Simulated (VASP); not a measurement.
**CO2: electric field gradients with PBE**

Crystal: CO2.

```
CELL_PARAMETERS angstrom
4.31415 2.49078 3.53467
-4.31415 2.49078 3.53467
0.00000 -4.98155 3.53467
ATOMIC_POSITIONS crystal
C 0.00000 0.00000 0.00000
C 0.50000 0.50000 0.50000
C 0.25000 0.49990 0.00010
C 0.00010 0.25000 0.49990
C 0.49990 0.00010 0.25000
C 0.75000 0.50010 0.99990
C 0.99990 0.75000 0.50010
C 0.50010 0.99990 0.75000
O 0.34937 0.38628 0.88706
O 0.88706 0.34937 0.38628
O 0.38628 0.88706 0.34937
O 0.61294 0.11372 0.15063
O 0.11372 0.15063 0.61294
O 0.15063 0.61294 0.11372
O 0.65063 0.61372 0.11294
O 0.11294 0.65063 0.61372
O 0.61372 0.11294 0.65063
O 0.38706 0.88628 0.84937
O 0.88628 0.84937 0.38706
O 0.84937 0.38706 0.88628
O 0.10851 0.10851 0.10851
O 0.39149 0.39149 0.39149
O 0.89149 0.89149 0.89149
O 0.60851 0.60851 0.60851
```

```yaml
Program: VASP 6.6.1
Task: electric field gradients
Functional: PBE
Potentials_or_basis: VASP PAW PBE potentials, release 64 (C, O)
Cutoff: 520 eV
k_mesh: 4 × 4 × 4, shifted
Occupations: fermi-dirac, width 0.02 eV
Spin: no spin polarisation
Dipole_correction: no
Further_INCAR_settings: LREAL = Auto; ALGO = Fast; EDIFF = 1e-08; NBANDS = 82
```

```yaml
Pressure: 24.6 GPa
Largest_force: 1.903 eV/Å
Band_gap_on_the_k_mesh: 6.74 eV, indirect (least direct gap 6.84 eV)
```

Forces on the atoms (eV/Å):
```
C    0.000  0.000  0.000
C    0.000  0.000  0.000
C   -0.003  0.006  0.000
C   -0.003 -0.006  0.000
C    0.007  0.000  0.000
C    0.003 -0.006  0.000
C    0.003  0.006  0.000
C   -0.007  0.000  0.000
O    1.497  0.853 -0.714
O   -1.487  0.870 -0.714
O   -0.010 -1.723 -0.714
O   -0.010  1.723  0.714
O    1.497 -0.853  0.714
O   -1.487 -0.870  0.714
O   -1.497 -0.853  0.714
O    1.487 -0.870  0.714
O    0.010  1.723  0.714
O    0.010 -1.723 -0.714
O   -1.497  0.853 -0.714
O    1.487  0.870 -0.714
O    0.000  0.000  1.903
O    0.000  0.000 -1.903
O    0.000  0.000 -1.903
O    0.000  0.000  1.903
```

Stress tensor (GPa, compression positive):
```
24.17  0.00  0.00
 0.00 24.17  0.00
 0.00  0.00 25.39
```

Levels at points of the mesh, in eV from the valence-band top:
```tsv
k point	band 62	band 63	band 64	band 65	band 66	band 67
(0.12, 0.12, 0.12)	-0.45	-0.09	-0.09	6.75	6.75	6.92
```

Electric field gradients, principal values (V/Å²):
```tsv
atom	Vxx	Vyy	Vzz
1 C	25.452	25.452	-50.904
2 C	25.452	25.452	-50.904
3 C	25.450	25.625	-51.075
4 C	25.450	25.625	-51.075
5 C	25.450	25.625	-51.075
6 C	25.450	25.625	-51.075
7 C	25.450	25.625	-51.075
8 C	25.450	25.625	-51.075
9 O	-30.450	-33.497	63.948
10 O	-30.450	-33.497	63.948
11 O	-30.450	-33.497	63.948
12 O	-30.450	-33.497	63.948
13 O	-30.450	-33.497	63.948
14 O	-30.450	-33.497	63.948
15 O	-30.450	-33.497	63.948
16 O	-30.450	-33.497	63.948
17 O	-30.450	-33.497	63.948
18 O	-30.450	-33.497	63.948
19 O	-30.450	-33.497	63.948
20 O	-30.450	-33.497	63.948
21 O	-32.479	-32.479	64.958
22 O	-32.479	-32.479	64.958
23 O	-32.479	-32.479	64.958
24 O	-32.479	-32.479	64.958
```

Run time: 4.7 min on 1 thread of Intel(R) Xeon(R) Platinum 8488C (Sapphire Rapids) (shared host), peak memory 0.38 GiB.

Caveat: the standard files for N, O and F lose accuracy on very short bonds; so large a pressure means that the cell lies far from this level's equilibrium, or that cutoff or potentials fall short; forces of over 1 eV/Å show positions far from the minimum, so gaps and moduli don't describe the material at rest. As with any semilocal functional, this PBE gap is likely too small.
